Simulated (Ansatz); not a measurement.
**Si: opening a crack plane**

Si, R-3, a = 9.319 Å, c = 5.577 Å. This isn't the element's structure at ambient conditions. Ansatz: LDA, PAW, 420 eV, Γ-centred 7×8×4 mesh on 16 atoms, Gaussian smearing 0.15 eV; no spin polarisation. One cut on (110) per cell of 16 atoms is opened rigidly by x, between planes of Si and Si that stand 0.49 Å apart; y is the energy per area (30.005 Å², 1 eV/Å² = 16.02 J/m²).

| x (Å) | y (J/m²) |
| --- | --- |
| 0.00 | 0.000 |
| 0.25 | 0.227 |
| 0.50 | 0.749 |
| 0.75 | 1.395 |
| 1.00 | 2.038 |
| 1.50 | 3.036 |
| 2.00 | ? |
| 3.00 | 4.017 |
| 4.50 | 4.132 |
| 6.00 | 4.145 |

Task: Fit the universal binding curve y = W[1 − (1 + x/l) e^(−x/l)] to the other rows, give the peak stress, and predict the missing value.

Result: Least squares gives W = 4.18 J/m² and l = 0.610 Å. The stress dy/dx peaks at x = l with W/(e l) = 25.2 GPa, for rigid faces. At x = 2.00: x/l = 3.279, y = 3.506 J/m². The run gave 3.599 J/m², so the fit is 0.093 J/m² too low, within twice the rms miss on the fitted rows (0.053 J/m²).

Cost: 12 runs of about 9.7 core-minutes in all, on AMD EPYC 9R45 (Zen 5) (shared hosts).